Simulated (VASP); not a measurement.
# AlPt (P2_13) in VASP: notebook

The runs below take AlPt through relaxation of cell and atoms, with PBEsol.

Everything below comes from runs of VASP 6.6.1. Logs are shortened: lines on timing, memory, paths and dates and some standing lists are left out, and cuts for length are marked.

## Step 1: The structure

The structure is cubic, space group P2_13 (No. 198). Conventional cell: a = 4.879 Å, b = 4.879 Å, c = 4.879 Å, α = 90.00°, β = 90.00°, γ = 90.00°. Al (site symmetry 3) has 7 Pt at 2.60 to 2.63 Å as nearest neighbours. Pt (site symmetry 3) has 7 Al at 2.60 to 2.63 Å as nearest neighbours.

The cell is a database's computed one.

## Step 2: Relaxation of cell and atoms, PBEsol

The input, INCAR:

```
SYSTEM = AlPt
PREC = Accurate
ENCUT = 600
EDIFF = 1E-6
ISMEAR = 1
SIGMA = 0.1
LREAL = .False.
LASPH = .True.
NELM = 80
ALGO = Normal
ISIF = 3
LWAVE = .False.
LCHARG = .False.
GGA = PS
IBRION = 2
NSW = 90
EDIFFG = -0.01
KPAR = 4
```

The input, KPOINTS:

```
regular mesh
0
Gamma
  8 8 8
  0 0 0
```

The input, POSCAR:

```
AlPt
1.0
    4.8789320700      0.0000000000      0.0000000000
    0.0000000000      4.8789320700      0.0000000000
    0.0000000000      0.0000000000      4.8789320700
Al Pt
4 4
Direct
    0.8440321000      0.8440321000      0.8440321000
    0.6559679000      0.1559679000      0.3440321000
    0.3440321000      0.6559679000      0.1559679000
    0.1559679000      0.3440321000      0.6559679000
    0.1550630600      0.1550630600      0.1550630600
    0.3449369400      0.8449369400      0.6550630600
    0.6550630600      0.3449369400      0.8449369400
    0.8449369400      0.6550630600      0.3449369400
```

Potentials or basis: VASP PAW PBE potentials, release 64 (Al, Pt).

Launch:

```
cat potpaw_PBE.64/Al/POTCAR potpaw_PBE.64/Pt/POTCAR > POTCAR
mpirun -np 4 vasp_std > vasp.out
```

OUTCAR:

```text
SYSTEM = AlPt
   PREC = Accurate
   ENCUT = 600
   EDIFF = 1E-6
   ISMEAR = 1
   LREAL = .False.
   LASPH = .True.
   NELM = 80
   ISIF = 3
   GGA = PS
   IBRION = 2
   NSW = 90
   EDIFFG = -0.01

 ion  position               nearest neighbor table
   1  0.844  0.844  0.844-   6 2.60   7 2.60   8 2.60   6 2.61   7 2.61   8 2.61   5 2.63   3 3.02
                             4 3.02   2 3.02   2 3.02   4 3.02   3 3.02
   2  0.656  0.156  0.344-   5 2.60   7 2.60   8 2.60   7 2.61   8 2.61   5 2.61   6 2.63   1 3.02
                             1 3.02   3 3.02   3 3.02   4 3.02   4 3.02
   3  0.344  0.656  0.156-   5 2.60   6 2.60   8 2.60   8 2.61   6 2.61   5 2.61   7 2.63   1 3.02
                             4 3.02   2 3.02   2 3.02   4 3.02   1 3.02
   4  0.156  0.344  0.656-   5 2.60   6 2.60   7 2.60   6 2.61   5 2.61   7 2.61   8 2.63   1 3.02
                             3 3.02   2 3.02   1 3.02   2 3.02   3 3.02
   5  0.155  0.155  0.155-   2 2.60   3 2.60   4 2.60   2 2.61   3 2.61   4 2.61   1 2.63   6 3.02
                             7 3.02   8 3.02   6 3.02   8 3.02   7 3.02
   6  0.345  0.845  0.655-   1 2.60   3 2.60   4 2.60   3 2.61   4 2.61   1 2.61   2 2.63   8 3.02
                             5 3.02   5 3.02   7 3.02   7 3.02   8 3.02
   7  0.655  0.345  0.845-   1 2.60   2 2.60   4 2.60   4 2.61   2 2.61   1 2.61   3 2.63   8 3.02
                             5 3.02   8 3.02   6 3.02   6 3.02   5 3.02
   8  0.845  0.655  0.345-   1 2.60   2 2.60   3 2.60   2 2.61   1 2.61   3 2.61   4 2.63   7 3.02
                             5 3.02   7 3.02   5 3.02   6 3.02   6 3.02

  LATTYP: Found a simple cubic cell.
 ALAT       =     4.8789320700

  Lattice vectors:

 A1 = (   4.8789320700,   0.0000000000,   0.0000000000)
 A2 = (   0.0000000000,   4.8789320700,   0.0000000000)
 A3 = (   0.0000000000,   0.0000000000,   4.8789320700)

Analysis of symmetry for initial positions (statically):
=====================================================================
 Subroutine PRICEL returns:
 Original cell was already a primitive cell.

 Routine SETGRP: Setting up the symmetry group for a
 simple cubic supercell.

 Subroutine GETGRP returns: Found 12 space group operations
 (whereof  3 operations were pure point group operations)
 out of a pool of 48 trial point group operations.

The static configuration has the point symmetry C_3 .
 The point group associated with its full space group is T   .

Analysis of symmetry for dynamics (positions and initial velocities):
=====================================================================
 Subroutine PRICEL returns:
 Original cell was already a primitive cell.

 Routine SETGRP: Setting up the symmetry group for a
 simple cubic supercell.

 Subroutine GETGRP returns: Found 12 space group operations
 (whereof  3 operations were pure point group operations)
 out of a pool of 48 trial point group operations.

The dynamic configuration has the point symmetry C_3 .
 The point group associated with its full space group is T   .

 Subroutine INISYM returns: Found 12 space group operations
 (whereof  3 operations are pure point group operations),
 and found     1 'primitive' translations

----------------------------------------------------------------------------------------

                                     Primitive cell

  volume of cell :     116.1380

  direct lattice vectors                    reciprocal lattice vectors
     4.878932070  0.000000000  0.000000000     0.204962886  0.000000000  0.000000000
     0.000000000  4.878932070  0.000000000     0.000000000  0.204962886  0.000000000
     0.000000000  0.000000000  4.878932070     0.000000000  0.000000000  0.204962886

  length of vectors
     4.878932070  4.878932070  4.878932070     0.204962886  0.204962886  0.204962886

  position of ions in fractional coordinates (direct lattice)
     0.844032100  0.844032100  0.844032100
     0.655967900  0.155967900  0.344032100
     0.344032100  0.655967900  0.155967900
     0.155967900  0.344032100  0.655967900
     0.155063060  0.155063060  0.155063060
     0.344936940  0.844936940  0.655063060
     0.655063060  0.344936940  0.844936940
     0.844936940  0.655063060  0.344936940

  ion indices of the primitive-cell ions
   primitive index   ion index
                 1           1
                 2           2
                 3           3
                 4           4
                 5           5
                 6           6
                 7           7
                 8           8

----------------------------------------------------------------------------------------

 KPOINTS: regular mesh

Automatic generation of k-mesh.
 Grid dimensions read from file:
 generate k-points for:    8    8    8

 Generating k-lattice:

  Cartesian coordinates                     Fractional coordinates (reciprocal lattice)
     0.025620361  0.000000000  0.000000000     0.125000000  0.000000000  0.000000000
     0.000000000  0.025620361  0.000000000     0.000000000  0.125000000  0.000000000
     0.000000000  0.000000000  0.025620361     0.000000000  0.000000000  0.125000000

  Length of vectors
     0.025620361  0.025620361  0.025620361

  Shift w.r.t. Gamma in fractional coordinates (k-lattice)
     0.000000000  0.000000000  0.000000000

 Subroutine IBZKPT returns following result:
 ===========================================

 Found     45 irreducible k-points:

 Following reciprocal coordinates:
            Coordinates               Weight
  0.000000  0.000000  0.000000      1.000000
  0.125000  0.000000  0.000000      6.000000
  0.250000  0.000000  0.000000      6.000000
  0.375000  0.000000  0.000000      6.000000
  0.500000  0.000000  0.000000      3.000000
  0.125000  0.125000  0.000000     12.000000
[... 16 lines left out ...]
  0.250000  0.125000  0.125000     24.000000
  0.375000  0.125000  0.125000     24.000000
 [... further k-points ...]
   k-points           NKPTS =     45   k-points in BZ     NKDIM =     45   number of bands    NBANDS=     31
   number of dos      NEDOS =    301   number of ions     NIONS =      8
   total plane-waves  NPLWV =  64000
   dimension x,y,z NGX =    40 NGY =   40 NGZ =   40
   dimension x,y,z NGXF=    80 NGYF=   80 NGZF=   80
   ions per type =               4   4
   NGX,Y,Z   is equivalent  to a cutoff of  13.63, 13.63, 13.63 a.u.
   NGXF,Y,Z  is equivalent  to a cutoff of  27.26, 27.26, 27.26 a.u.
 SYSTEM =  AlPt
   PREC   = accura    normal or accurate (medium, high low for compatibility)
   ISTART =      0    job   : 0-new  1-cont  2-samecut
   ICHARG =      2    charge: 1-file 2-atom 10-const
   ISPIN  =      1    spin polarized calculation?
   LNONCOLLINEAR =      F non collinear calculations
   LSORBIT =      F    spin-orbit coupling
   LASPH  =      T    aspherical Exc in radial PAW
   ENCUT  =  600.0 eV  44.10 Ry    6.64 a.u.   9.74  9.74  9.74*2*pi/ulx,y,z
   NELM   =     80;   NELMIN=  2; NELMDL= -5     # of ELM steps
   EDIFF  = 0.1E-05   stopping-criterion for ELM
   LREAL  =      F    real-space projection
   EDIFFG = -.1E-01   stopping-criterion for IOM
   NSW    =     90    number of steps for IOM
   IBRION =      2    ionic relax: 0-MD 1-quasi-New 2-CG
   NFREE  =      1    steps in history (QN), initial steepest desc. (CG)
   ISIF   =      3    stress and relaxation
   ISYM   =      2    0-nonsym 1-usesym 2-fastsym
   POTIM  = 0.5000    time-step for ionic-motion
   TEBEG  =    0.0;   TEEND  =   0.0 temperature during run
   PSTRESS=    0.0 pullay stress
   NELECT =      52.0000    total number of electrons
   NUPDOWN=      -1.0000    fix difference up-down
   EMIN   =  10.00;   EMAX   =-10.00  energy-range for DOS
   EFERMI =   0.00;   METHOD = LEGACY
   ISMEAR =     1;   SIGMA  =   0.10  broadening in eV -4-tet -1-fermi 0-gaus
   EFERMI_NEDOS =   21; number of points for ismear=-14 and -15
   IALGO  =     38    algorithm
   IMIX   =      4    mixing-type and parameters
     AMIX     =   0.40;   BMIX     =  1.00
     AMIX_MAG =   1.60;   BMIX_MAG =  1.00
  volume/ion in A,a.u.               =      14.52        97.97
  Fermi-wavevector in a.u.,A,eV,Ry     =   1.252423  2.366737 21.341614  1.568564
  Thomas-Fermi vector in A             =   2.386324
   LORBIT       =      0    0 simple, 1 ext, 2 COOP (PROOUT), +10 PAW based schemes
   GGA     = PS    functional components
   LHFCALC =     F    Hartree Fock is set to
   AEXX    =    0.0000 exact exchange contribution
   IVDW    =     0    specifies the selected vdW correction
   LEPSILON=     F    determine dielectric tensor
   LRPA    =     F    only Hartree local field effects (RPA)
 conjugate gradient relaxation of ions
 non-spin polarized calculation
 Methfessel and Paxton  Order N= 1 SIGMA  =   0.10
  energy-cutoff  :      600.00
  volume of cell :      116.14
 maximum number of plane-waves:      3912
   NGX = 19   NGY = 19   NGZ = 19

--------------------------------------- Ionic step        1  -------------------------------------------

 number of electron      52.0000008 magnetization

 Free energy of the ion-electron system (eV)
  ---------------------------------------------------
  ext. energy  EPLUGINS =         0.00000000
  ---------------------------------------------------
  free energy    TOTEN  =       -52.64218652 eV

  energy without entropy =      -52.64197359  energy(sigma->0) =      -52.64211554

------------------------ aborting loop because EDIFF is reached ----------------------------------------

  FORCE on cell =-STRESS in cart. coord.  units (eV):
  Direction    XX          YY          ZZ          XY          YZ          ZX
  --------------------------------------------------------------------------------------
  -------------------------------------------------------------------------------------
  Total       -0.9782407     -0.9782407     -0.9782407      0.0000000     -0.0000000      0.0000000
  in kB      -13.4952832    -13.4952832    -13.4952832      0.0000000     -0.0000000      0.0000000
  external PRESSURE =     -13.4952832 kB  Pullay stress =       0.0000000 kB
[... 237 lines left out ...]
  energy  without entropy=      -52.6464846412  energy(sigma->0) =      -52.64644043

--------------------------------------- Ionic step        7  -------------------------------------------

 number of electron      52.0000005 magnetization

 Free energy of the ion-electron system (eV)
  ---------------------------------------------------
  ext. energy  EPLUGINS =         0.00000000
  ---------------------------------------------------
  free energy    TOTEN  =       -52.64660077 eV

  energy without entropy =      -52.64665209  energy(sigma->0) =      -52.64661788

 E-fermi :  10.4585     XC(G=0): -12.3044

 val. band max:       10.4581036800   @ k =   0.3750   0.3750   0.0000
 cond. band min:      10.4899562198   @ k =   0.5000   0.3750   0.3750
 fundamental gap:      0.0318525398
 Fermi energy:        10.4584565784

 k-point     1 :       0.0000    0.0000    0.0000
  band No.  band energies     occupation
      1      -0.7916      2.00000
      2       3.5442      2.00000
      3       3.5442      2.00000
      4       3.5442      2.00000
      5       4.9919      2.00000
      6       4.9919      2.00000
[... 805 lines left out ...]
     30      13.7105      0.00000
     31      14.0055      0.00000

 [... further k-points ...]
[... 5 lines left out ...]
  --------------------------------------------------------------------------------------
  -------------------------------------------------------------------------------------
  Total        0.0085173      0.0085173      0.0085173      0.0000000      0.0000000      0.0000000
  in kB        0.1183037      0.1183037      0.1183037      0.0000000      0.0000000      0.0000000
  external PRESSURE =       0.1183037 kB  Pullay stress =       0.0000000 kB
[... 23 lines left out ...]
  FREE ENERGIE OF THE ION-ELECTRON SYSTEM (eV)
  ---------------------------------------------------
  free  energy   TOTEN  =       -52.6466007708 eV

  energy  without entropy=      -52.6466520864  energy(sigma->0) =      -52.64661788

 reached required accuracy - stopping structural energy minimisation
```

It took 2.3 min on 4 MPI ranks of Intel Xeon Platinum 8559C (Emerald Rapids), shared host; peak memory 0.35 GiB.

What came out:

```yaml
Free_energy: -52.6466 eV
Relaxed_volume: 14.42 Å³/atom
Relaxed_cell: a = 4.868 Å, b = 4.868 Å, c = 4.868 Å, α = 90.00°, β = 90.00°, γ = 90.00°
Space_group_after_relaxing_to_0.05_Å: P2_13 (No. 198)
Energy_gained_by_relaxing: 0.6 meV/atom
Ionic_steps: 7
Pressure_after_relaxing: 0.0 GPa
Band_gap_on_the_k_mesh: none (metal or under the smearing width)
```

Forces on the atoms (eV/Å):
```
Al   0.001  0.001  0.001
Al  -0.001 -0.001  0.001
Al   0.001 -0.001 -0.001
Al  -0.001  0.001 -0.001
Pt  -0.001 -0.001 -0.001
Pt   0.001  0.001 -0.001
Pt  -0.001  0.001  0.001
Pt   0.001 -0.001  0.001
```

The path:
```csv
step,energy change (eV),largest force (eV/Å),pressure (GPa),volume (Å³)
1,0.0000,0.0602,-1.35,116.14
2,0.0050,0.0421,2.31,114.09
3,-0.0036,0.0534,0.05,115.33
4,-0.0040,0.0360,0.04,115.33
5,-0.0043,0.0149,0.02,115.34
6,-0.0042,0.0269,-0.01,115.36
7,-0.0044,0.0022,0.01,115.35
```

Final structure:
```xyz
8
Lattice="4.8679 0.0000 0.0000 0.0000 4.8679 0.0000 0.0000 0.0000 4.8679" Properties=species:S:1:pos:R:3 pbc="T T T"
Al    4.1092    4.1092    4.1092
Al    3.1926    0.7587    1.6753
Al    1.6753    3.1926    0.7587
Al    0.7587    1.6753    3.1926
Pt    0.7499    0.7499    0.7499
Pt    1.6841    4.1180    3.1838
Pt    3.1838    1.6841    4.1180
Pt    4.1180    3.1838    1.6841
```

Levels at points of the mesh, in eV from the Fermi level:
| k point | band 24 | band 25 | band 26 | band 27 | band 28 | band 29 |
| --- | --- | --- | --- | --- | --- | --- |
| (0.00, 0.00, 0.00) | -1.72 | -0.18 | -0.18 | -0.18 | 4.26 | 4.26 |
| (0.50, 0.00, 0.00) | -1.48 | -0.67 | -0.67 | 1.27 | 1.27 | 2.76 |
| (0.50, 0.50, 0.00) | -2.17 | 0.38 | 0.38 | 1.34 | 1.34 | 2.83 |
| (0.50, 0.50, 0.50) | -2.48 | -0.77 | -0.77 | -0.77 | -0.77 | 6.55 |

Caveat: the PAW data sets were made with another functional, which shifts forces and pressure a little. Spin-orbit coupling is left out, which matters for the levels of Pt.

## Step 3: Relaxation of cell and atoms, PBEsol

This run uses another cell than the first one, of 14.42 Å³/atom, 0.993 times its volume.

INCAR, as its differences from that of step 2:

```diff
@@ -3,3 +3,3 @@
 ENCUT = 600
-EDIFF = 1E-6
+EDIFF = 1E-7
 ISMEAR = 1
@@ -16,3 +16,3 @@
 NSW = 90
-EDIFFG = -0.01
+EDIFFG = -0.005
 KPAR = 4
```

KPOINTS is that of step 2.

The input, POSCAR:

```
AlPt                                    
1.0
    4.8678525592      0.0000000000      0.0000000000
    0.0000000000      4.8678525592      0.0000000000
   -0.0000000000      0.0000000000      4.8678525592
  Al              Pt            
     4     4
Direct
     0.8441469267029381    0.8441469267029381    0.8441469267029381
     0.6558530732970619    0.1558530732970620    0.3441469267029379
     0.3441469267029379    0.6558530732970619    0.1558530732970620
     0.1558530732970620    0.3441469267029379    0.6558530732970619
     0.1540432597197499    0.1540432597197499    0.1540432597197499
     0.3459567402802502    0.8459567402802503    0.6540432597197497
     0.6540432597197497    0.3459567402802502    0.8459567402802503
     0.8459567402802503    0.6540432597197497    0.3459567402802502
```

Potentials or basis: VASP PAW PBE potentials, release 64 (Al, Pt).

Launch:

```
cat potpaw_PBE.64/Al/POTCAR potpaw_PBE.64/Pt/POTCAR > POTCAR
mpirun -np 4 vasp_std > vasp.out
```

Run time: 34 s. Hardware: 4 MPI ranks of Intel Xeon Platinum 8559C (Emerald Rapids), shared host; peak memory 0.34 GiB.

The run converged. Its results:

* Free energy: -52.6465 eV
* Pressure after relaxing: 0.0 GPa
* Band gap on the k mesh: none (metal or under the smearing width)

Final structure:
```yaml
crystal:
  lattice:
    - [4.86785, 0.00000, 0.00000]
    - [0.00000, 4.86785, 0.00000]
    - [0.00000, 0.00000, 4.86785]
  atoms:
    - { symbol: Al, position: [0.84415, 0.84415, 0.84415] }
    - { symbol: Al, position: [0.65585, 0.15585, 0.34415] }
    - { symbol: Al, position: [0.34415, 0.65585, 0.15585] }
    - { symbol: Al, position: [0.15585, 0.34415, 0.65585] }
    - { symbol: Pt, position: [0.15404, 0.15404, 0.15404] }
    - { symbol: Pt, position: [0.34596, 0.84596, 0.65404] }
    - { symbol: Pt, position: [0.65404, 0.34596, 0.84596] }
    - { symbol: Pt, position: [0.84596, 0.65404, 0.34596] }
```

Levels at points of the mesh, in eV from the Fermi level:
```
           k point  band 22  band 23  band 24  band 25  band 26  band 27  band 28  band 29  band 30  band 31
(0.00, 0.00, 0.00)    -1.72    -1.72    -1.72    -0.18    -0.18    -0.18     4.26     4.26     4.26     4.43
(0.50, 0.00, 0.00)    -2.32    -1.48    -1.48    -0.67    -0.67     1.27     1.27     2.76     2.76     4.52
(0.50, 0.50, 0.00)    -2.39    -2.17    -2.17     0.38     0.38     1.34     1.34     2.83     2.83     3.28
(0.50, 0.50, 0.50)    -2.48    -2.48    -2.48    -0.77    -0.77    -0.77    -0.77     6.55     6.55     6.55
```

Caveat: the relaxation stopped at its first step, so nothing moved; the PAW data sets were made with another functional, which shifts forces and pressure a little. Spin-orbit coupling is left out, which matters for the levels of Pt.
